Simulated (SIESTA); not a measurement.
## HfO2 in SIESTA: convergence with basis size

Input of the first run (basis size SZ); the others differ in this setting and in those tied to it:

The input HfO2.fdf:

```
SystemName                      HfO2
SystemLabel                     HfO2
NumberOfSpecies                 2
NumberOfAtoms                   3
%block ChemicalSpeciesLabel
  1  72 Hf
  2   8 O
%endblock ChemicalSpeciesLabel

LatticeConstant                 1.0 Ang
%block LatticeVectors
     0.0000000000     2.5575000000     2.5575000000
     2.5575000000     0.0000000000     2.5575000000
     2.5575000000     2.5575000000     0.0000000000
%endblock LatticeVectors
AtomicCoordinatesFormat         Fractional
%block AtomicCoordinatesAndAtomicSpecies
     0.0090260000     0.0007760000    -0.0152430000  1  Hf
     0.7464370000     0.7487370000     0.7572420000  2  O
     0.2510910000     0.2400870000     0.2500430000  2  O
%endblock AtomicCoordinatesAndAtomicSpecies

%block kgrid.MonkhorstPack
    7   0   0  0.0
    0   7   0  0.0
    0   0   7  0.0
%endblock kgrid.MonkhorstPack
XC.Functional                   LDA
XC.Authors                      PW92
PAO.BasisSize                   SZ
PAO.EnergyShift                 0.003 Ry
Mesh.Cutoff                     800 Ry
OccupationFunction              FD
ElectronicTemperature           0.05 eV
MaxSCFIterations                120
SCF.MustConverge                false
SCF.Mixer.Method                Pulay
SCF.Mixer.Weight                0.25
SCF.Mixer.History               8
SCF.DM.Tolerance                5.0e-05
SCF.H.Tolerance                 1.0e-03 eV
WriteForces                     true
Charge.Mulliken                 end
```

Potentials or basis: PseudoDojo 0.4 standard (LDA files), SZ (energy shift 0.003 Ry).

Launch:

```bash
$ siesta HfO2.fdf > HfO2.out 2>&1
```

The cell isn't the ideal one: atoms moved at random, drawn with an rms of 0.05 Å.

Hardware: 1 thread of Arm Neoverse V1, on a shared host.

```csv
basis size,"energy less the tightest run, at zero smearing (meV/atom)",pressure (GPa),largest force (eV/Å),gap on the mesh (eV),SCF cycles,CPU time (s),peak memory (GiB)
SZ,922.46,-19.79,0.380,2.555,10,16,0.22
SZP,401.19,-11.76,0.382,3.029,8,33,0.27
DZ,118.76,-15.18,0.431,3.711,11,30,0.25
DZP,88.49,-14.80,0.410,3.584,11,60,0.3
DZDP,55.50,-15.27,0.418,3.626,10,84,0.33
TZP,43.92,-16.85,0.378,3.605,11,91,0.34
TZDP,12.91,-16.85,0.392,3.639,11,130,0.38
TZTP,0.00,-17.16,0.386,3.639,11,180,0.42
```

Against the tightest run, the gap on the mesh stays within 0.01 eV from TZDP on. Not settled before the last step: the energy (to 1 meV/atom), the pressure (to 0.1 GPa), the largest force (to 0.005 eV/Å). The tightest run that finished is the yardstick and may itself not be fully converged.

Caveat, for the tightest run too: short orbitals over semicore shells can move pressures by several GPa; spin-orbit coupling is left out, which moves the levels of the heavy elements; an odd mesh through Γ misses points on the zone boundary, where band edges often lie; the basis of atomic orbitals isn't converged, which shifts pressures, moduli and gaps.
